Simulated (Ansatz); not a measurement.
# Al: the cost of one run

Program: Ansatz 0.2.0. Level of theory: DFT PBE+D3(BJ), plane waves, PAW, scalar-relativistic, no spin polarisation. These are calculated values, not measurements.

## 1. The starting structure

The cell holds 12 atoms (Al12): a = 5.728 Å, b = 5.728 Å, c = 16.677 Å, α = 90.00°, β = 90.00°, γ = 60.00°.

Structure file:

```xyz
12
Lattice="5.7276 0.0000 0.0000 2.8638 4.9602 0.0000 0.0000 0.0000 16.6765" Properties=species:S:1:pos:R:3 pbc="T T T"
Al    1.4319    0.8267    1.0000
Al    4.2957    0.8267    1.0000
Al    2.8638    3.3068    1.0000
Al    5.7276    3.3068    1.0000
Al    0.0000    1.6534    3.3383
Al    2.8638    1.6534    3.3383
Al    1.4319    4.1335    3.3383
Al    4.2957    4.1335    3.3383
Al    0.0000    0.0000    5.6765
Al    2.8638    0.0000    5.6765
Al    1.4319    2.4801    5.6765
Al    4.2957    2.4801    5.6765
```

## 2. Relaxing the start

File input.yaml:

```yaml
crystal:
  lattice:
    - [5.727565, 0.0, 0.0]
    - [2.863782, 4.960217, 0.0]
    - [0.0, 0.0, 16.676537]
  atoms:
    - { symbol: Al, position: [0.1666667, 0.1666667, 0.0599645] }
    - { symbol: Al, position: [0.6666667, 0.1666667, 0.0599645] }
    - { symbol: Al, position: [0.1666667, 0.6666667, 0.0599645] }
    - { symbol: Al, position: [0.6666667, 0.6666667, 0.0599645] }
    - { symbol: Al, position: [-0.1666667, 0.3333333, 0.2001776] }
    - { symbol: Al, position: [0.3333333, 0.3333333, 0.2001776] }
    - { symbol: Al, position: [-0.1666667, 0.8333333, 0.2001776] }
    - { symbol: Al, position: [0.3333333, 0.8333333, 0.2001776] }
    - { symbol: Al, position: [0.0, 0.0, 0.3403906] }
    - { symbol: Al, position: [0.5, 0.0, 0.3403906] }
    - { symbol: Al, position: [0.0, 0.5, 0.3403906] }
    - { symbol: Al, position: [0.5, 0.5, 0.3403906] }
basis:
  ecutwfc: 420.0
kpoints:
  mp_grid: { grid: [3, 3, 1] }
hamiltonian:
  xc: pbe
  dispersion: d3bj
scf:
  occupations: { method: fermi_dirac, width: 0.1 }
  lower_state_search: "off"
relax:
  f_tol: 0.08
  max_steps: 25
  adjacent_minimum: "off"
  constraints: [{ sites: [0, 1, 2, 3] }]
output:
  write_density: true
  write_potential: true
  elf: true
  volumetric_format: npy
```

Launch:

```sh
$ ansatz run input.yaml --threads 1 --pin off --max-ram 3072MiB --backend cpu --events-out ev --progress --plain --runs-dir out
```

**Question.** How long does this run take on 1 thread of Intel Xeon Platinum 8488C (Sapphire Rapids), shared host, and how much memory does it need?

About 5.5 s, with a peak of 0.55 GiB.
